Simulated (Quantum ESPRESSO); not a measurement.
## C: equation of state with PBEsol

**The experiment to reproduce.**

“Equation of state of cubic boron nitride at high pressures and temperatures”, 2007, arxiv:cond-mat/0702656 quotes, for a bulk crystal of C: bulk modulus 444.8 ± 0.8 GPa.

Crystal: C.

```
CELL_PARAMETERS angstrom
0.00000 1.78337 1.78337
1.78337 0.00000 1.78337
1.78337 1.78337 0.00000
ATOMIC_POSITIONS crystal
C 0.75000 0.75000 0.75000
C 0.50000 0.50000 0.50000
```

This isn't the form of C at room conditions, which is graphite.

| Quantity | Value |
| --- | --- |
| Program | Quantum ESPRESSO 7.5 |
| Task | equation of state |
| Functional | PBEsol |
| Potentials or basis | GBRV 1.5 PBEsol |
| Cutoff | 612 eV |
| Density cutoff | 4898 eV |
| k mesh | 13 × 13 × 13 |
| Occupations | fermi-dirac, width 0.05 eV |
| Spin | no spin polarisation |

```
Equilibrium volume                      : 5.62 Å³/atom
Bulk modulus                            : 449 GPa
Pressure derivative of the bulk modulus : 3.7
```

Energy against volume, from the lowest point:
```csv
volume (Å³/atom),energy (meV/atom)
5.332,21.15
5.445,6.92
5.558,0.09
5.672,0.00
5.785,6.02
5.899,17.66
6.012,34.36
```

All runs of the series together: 21 s on 2 threads of Arm Neoverse V1 (shared host).

Against the measured bulk modulus of C, 444.8 GPa (quoted in “Equation of state of cubic boron nitride at high pressures and temperatures”, 2007, arxiv:cond-mat/0702656), the calculated 449 GPa is off by +0.8 %. 3 values of this kind are on record (442 to 444.8 GPa); this one was drawn at random among those near their median, those with a stated uncertainty first. The fit is for a static lattice scaled at fixed shape and fixed fractional positions. The cell as given is a measured one (5.67 Å³/atom); PBEsol puts the equilibrium volume -1.0 % from it, thermal expansion not counted.
